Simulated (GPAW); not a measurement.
# BN (F-43m) in GPAW: equation of state with PBE0

Aim: the equation of state of BN with PBE0.

Everything below comes from runs of GPAW 26.7.0. Logs are shortened: lines on timing, memory, paths and dates and some standing lists are left out, and cuts for length are marked. The log counts tension as positive stress, the text compression.

**1. The structure**

It takes space group F-43m (No. 216, cubic). The conventional cell has a = 3.626 Å, b = 3.626 Å, c = 3.626 Å, α = 90.00°, β = 90.00°, γ = 90.00°. N (site symmetry -43m) has 4 B at 1.57 Å as nearest neighbours. B (site symmetry -43m) has 4 N at 1.57 Å as nearest neighbours.

The cell is a database's computed one.

**2. Equation of state, PBE0**

File run.py:

```python
from ase import Atoms
from ase.eos import EquationOfState
from ase.io import Trajectory
from ase.units import GPa
from gpaw import GPAW, PW

atoms = Atoms(['N', 'B'],
              cell=[[0.0, 1.813001, 1.813001],
                    [1.813001, 0.0, 1.813001],
                    [1.813001, 1.813001, 0.0]],
              scaled_positions=[[0.25, 0.25, 0.25],
                                [0.0, 0.0, 0.0]],
              pbc=True)

traj = Trajectory('eos.traj', 'w')
volumes, energies = [], []
for x in [0.94, 0.96, 0.98, 1.0, 1.02, 1.04, 1.06]:
    a = atoms.copy()
    a.set_cell(atoms.cell * x**(1 / 3), scale_atoms=True)
    calc = GPAW(mode=PW(600),
                xc='PBE0',
                kpts={'size': (3, 3, 3), 'gamma': True},
                occupations={'name': 'fermi-dirac', 'width': 0.05},
                nbands=9,
                convergence={'density': 1e-05, 'energy': 1e-05},
                maxiter=60,
                txt=f'eos-{x:.2f}.txt')
    a.calc = calc
    energies.append(a.get_potential_energy(force_consistent=True))
    volumes.append(a.get_volume())
    calc.write(f'eos-{x:.2f}.gpw')
    traj.write(a)
    print(f'{x:.2f} {volumes[-1]:10.4f} A^3 {energies[-1]:14.6f} eV', flush=True)

v0, e0, B = EquationOfState(volumes, energies, eos='birchmurnaghan').fit()
print(f'V0 = {v0:.4f} A^3, E0 = {e0:.6f} eV, B0 = {B / GPa:.2f} GPa')
```

Potentials or basis: GPAW PAW data sets (gpaw-data 1.2.1), pw.

Command:

```
> OMP_NUM_THREADS=1 python run.py
```

Output:

```text
__  _  _
 | _ |_)|_||  |
 |__||  | ||/\| - 26.7.0

Input parameters:
  mode=PW(ecut=600.0),
  convergence={'density': 1e-05, 'energy': 1e-05},
  kpts=MonkhorstPack(size=(3, 3, 3), gamma=True),
  maxiter=60,
  nbands=9,
  occupations=Occupations(name='fermi-dirac', width=0.05),
  xc=XC(name='PBE0')

Diagonalizing LCAO Hamiltonian
Converting LCAO to pw mode

          N
       B

Atoms  # Å, Bohr magnetons
|   | symbol |        x |        y |        z |    initial magnetic moments |
|---|--------|----------|----------|----------|-----------------------------|
| 0 |      N | 0.887995 | 0.887995 | 0.887995 | ( 0.0000,  0.0000,  0.0000) |
| 1 |      B | 0.000000 | 0.000000 | 0.000000 | ( 0.0000,  0.0000,  0.0000) |

Unit cell  # Å
| periodic |        x |        y |        z |  lengths |    angles |
|----------|----------|----------|----------|----------|-----------|
|      yes | 0.000000 | 1.775991 | 1.775991 | 2.511630 | 60.000000 |
|      yes | 1.775991 | 0.000000 | 1.775991 | 2.511630 | 60.000000 |
|      yes | 1.775991 | 1.775991 | 0.000000 | 2.511630 | 60.000000 |

Number of symmetries: 24
Symmetry operations  # r_c * U_cc + t_c -> r_c
|    | kind |            matrix            |
|----|------|------------------------------|
|  0 |  E   |  1, 0, 0,  0, 1, 0,  0, 0, 1 |
|  1 |  σ   |  1, 0, 0,  0, 0, 1,  0, 1, 0 |
|  2 |  σ   |  1, 0,-1,  0, 1,-1,  0, 0,-1 |
|  3 |  C3  |  1, 0,-1,  0, 0,-1,  0, 1,-1 |
|  4 |  C3  |  1,-1, 0,  0,-1, 1,  0,-1, 0 |
|  5 |  σ   |  1,-1, 0,  0,-1, 0,  0,-1, 1 |
|  6 |  σ   |  0, 1, 0,  1, 0, 0,  0, 0, 1 |
|  7 |  C3  |  0, 1, 0,  0, 0, 1,  1, 0, 0 |
|  8 |  C2  |  0, 1,-1,  1, 0,-1,  0, 0,-1 |
|  9 |  S4  |  0, 1,-1,  0, 0,-1,  1, 0,-1 |
| 10 |  C3  |  0, 0, 1,  1, 0, 0,  0, 1, 0 |
| 11 |  σ   |  0, 0, 1,  0, 1, 0,  1, 0, 0 |
| 12 |  S4  |  0, 0,-1,  1, 0,-1,  0, 1,-1 |
| 13 |  C3  |  0, 0,-1,  0, 1,-1,  1, 0,-1 |
| 14 |  S4  |  0,-1, 1,  1,-1, 0,  0,-1, 0 |
| 15 |  C2  |  0,-1, 1,  0,-1, 0,  1,-1, 0 |
| 16 |  C3  |  0,-1, 0,  1,-1, 0,  0,-1, 1 |
| 17 |  S4  |  0,-1, 0,  0,-1, 1,  1,-1, 0 |
| 18 |  S4  | -1, 1, 0, -1, 0, 1, -1, 0, 0 |
| 19 |  C3  | -1, 1, 0, -1, 0, 0, -1, 0, 1 |
| 20 |  C3  | -1, 0, 1, -1, 1, 0, -1, 0, 0 |
| 21 |  S4  | -1, 0, 1, -1, 0, 0, -1, 1, 0 |
| 22 |  σ   | -1, 0, 0, -1, 1, 0, -1, 0, 1 |
| 23 |  C2  | -1, 0, 0, -1, 0, 1, -1, 1, 0 |

BZ-sampling:
  Number of BZ points: 27
  Number of IBZ points: 4

  Monkhorst-Pack size: [3, 3, 3]
  Monkhorst-Pack shift: [0, 0, 0]

K-points  # in reciprocal-cell coordinates
|   |                                coordinates |     weight |
|---|--------------------------------------------|------------|
| 0 | (  0.00000000,   0.00000000,   0.00000000) | 0.03703704 |
| 1 | (  0.33333333,   0.33333333,  -0.33333333) | 0.44444444 |
| 2 | (  0.33333333,   0.33333333,   0.00000000) | 0.22222222 |
| 3 | (  0.33333333,   0.33333333,   0.33333333) | 0.29629630 |

Plane wave coefficients: 383
Cutoff: 600.0 eV

Spin-components: 1 (collinear spins)
Bands:           9
Projectors:      10
Spin-degeneracy: 2
Datatype:        complex128

Parallelization:
  kpt:    1
  domain: 1
  band:   1

Density:
  Valence electrons: 8.0
  Components: 1
  Grid points: [15 15 15]
  Charge: 0.0  # |e|

Potential:
  Grid points: [15 15 15]

species:
  N:
    name:    Nitrogen
    Z:       7.0
    valence: 5
    core:    2
    charge:  0.0  # [|e|]
    compensation charges:
      type: gauss
      rc: 0.18  # [Å]
      lmax: 2
    cutoffs:
      filter: 1.11  # [Å]
      core: 0.96  # [Å]
    projectors
    | kind |    occ | energy [eV] | rcut [Å] |
    |------|--------|-------------|----------|
    |   2s |  2.000 |     -18.583 |    0.603 |
    |   2p |  3.000 |      -7.089 |    0.529 |
    |    s |        |       8.629 |    0.603 |
    |    p |        |      20.123 |    0.529 |
    |    d |        |       0.000 |    0.577 |

    Using partial waves for N as LCAO basis

  B:
    name:    Boron
    Z:       5.0
    valence: 3
    core:    2
    charge:  0.0  # [|e|]
    compensation charges:
      type: gauss
      rc: 0.20  # [Å]
      lmax: 2
    cutoffs:
      filter: 1.14  # [Å]
      core: 1.38  # [Å]
    projectors
    | kind |    occ | energy [eV] | rcut [Å] |
    |------|--------|-------------|----------|
    |   2s |  2.000 |      -9.443 |    0.635 |
    |   2p |  1.000 |      -3.606 |    0.635 |
    |    s |        |      17.768 |    0.635 |
    |    p |        |      23.605 |    0.635 |
    |    d |        |       0.000 |    0.635 |

    Using partial waves for B as LCAO basis

Reference energy: -2151.211071  # eV

eigensolver:
  PPCG
  Converge bands: occupied
  niter=2

density mixing:
  MSR1-Mixer
  Pratt-step length: 0.05
  Maximum mixing coefficient: 0.75
  Old densities: 10
  SVD Regularization: 0.005
  Good broyden scale: 1.0
  Trust region scale: 1.0
  Backstep threshold: 4.0
  History deletion threshold: 6.0
  Fourier metric: weight=20.0, sigma=0.015

occupation numbers:
  Fermi-Dirac:
    width: 0.0500  # eV

poisson solver:
  ecut: 4800.0  # eV

xc functional:
  name: HYB_GGA_XC_PBEH with 2 nearest neighbor stencil

convergence criteria:
- Maximum integral of absolute [dens]ity change: 1e-05 electrons / valence electron
- Maximum [total energy] change in last 3 cyles: 1e-05 eV / valence electron
- Maximum integral of absolute [eigenst]ate change: 4e-08 eV^2 / valence electron
maximum number of iterations: 60

IBZ(<points: 4, symmetries: 24>)
Occupied bands: 4
SCF iterations
|iter     | |      energy | eigst |  dens |
|---------|-|-------------|-------|-------|
|iter:   1| |  -91.825604 | +0.28 |       |
|iter:   2| |  -18.082140 | -1.04 | -0.61 |
|iter:   3| |  -17.501065 | -1.57 | -0.71 |
|iter:   4| |  -17.188835 | -1.58 | -0.91 |
|iter:   5| |  -17.220113 | -1.82 | -1.33 |
|iter:   6| |  -17.203150 | -3.49 | -1.57 |
|iter:   7| |  -17.189552 | -3.22 | -1.74 |
|iter:   8| |  -17.190658 | -4.41 | -2.19 |
|iter:   9| |  -17.189702 | -4.10 | -2.32 |
|iter:  10| |  -17.189846 | -4.87 | -3.06 |
|iter:  11| |  -17.189845 | -6.81 | -3.19 |
|iter:  12| |  -17.189839c| -6.54 | -3.43 |
|iter:  13| |  -17.189839c| -7.28 | -4.00 |
|iter:  14| |  -17.189839c| -8.48c| -5.14c|

Converged in 14 steps
Energy contributions relative to reference atoms: (reference = -2151.211071)

Energy contributions:
  Kinetic:          17.858853
  Coulomb:         -15.163450
  Zero:             -0.015544
  External:          0.000000
  Xc:               52.909509
  Entropy:          -0.000000
  Spinorbit:         0.000000
  Hybrid_Xc_Cc:       -47.453491
  Hybrid_Xc_Vc:        -2.123672
  Hybrid_Xc_Vv:       -23.202045
  ----------------------------
  Free energy:     -17.189839
  Extrapolated:    -17.189839

dipole moment: (-7.193442, -7.193442, -7.193442)  # |e|*Ang

Fermi level: 13.161
Eigenvalues  # (at kpt = [0.000, 0.000, 0.000])
| band index |      eig [eV] | occ [0-2] |
|------------|---------------|-----------|
|          0 |       -13.059 |     2.000 |
|          1 |         9.718 |     2.000 |
|          2 |         9.718 |     2.000 |
|          3 |         9.718 |     2.000 |
|          4 |        21.310 |     0.000 |
|          5 |        21.310 |     0.000 |
|          6 |        21.310 |     0.000 |
|          7 |        23.610 |     0.000 |
|          8 |        38.254 |     0.000 |

Gap: 8.054 eV
Transition (v -> c):
  (s=0, k=0, n=3, [0.00, 0.00, 0.00]) -> (s=0, k=2, n=4, [0.33, 0.33, 0.00])
Direct/indirect transitions are different
Direct gap: 11.592 eV
Transition at: (s=0, k=0, n=3, [0.00, 0.00, 0.00])
# Writing to eos-0.94.gpw (mode='')
```

It took 5.5 min on 1 thread of Arm Neoverse V2, shared host; peak memory 0.18 GiB.

What came out:

```
Equilibrium volume : 5.90 Å³/atom (rough: see the caveat)
Bulk modulus       : 450 GPa (rough)
```

Energy against volume, from the lowest point:
```csv
volume (Å³/atom),energy (meV/atom)
5.602,23.91
5.721,6.44
5.840,5.94
5.959,0.00
6.078,10.58
6.198,20.92
6.317,41.37
```

Caveat: the k mesh is coarse (spacing up to 1.00 Å⁻¹), so the values aren't converged, least of all with exact exchange; the energies scatter about the fit; the fit is doubtful: noisy points or a state that changes with volume; exact exchange converges slowly with the k mesh, and this mesh is small; the PAW data sets were made with another functional, which shifts forces and pressure a little.
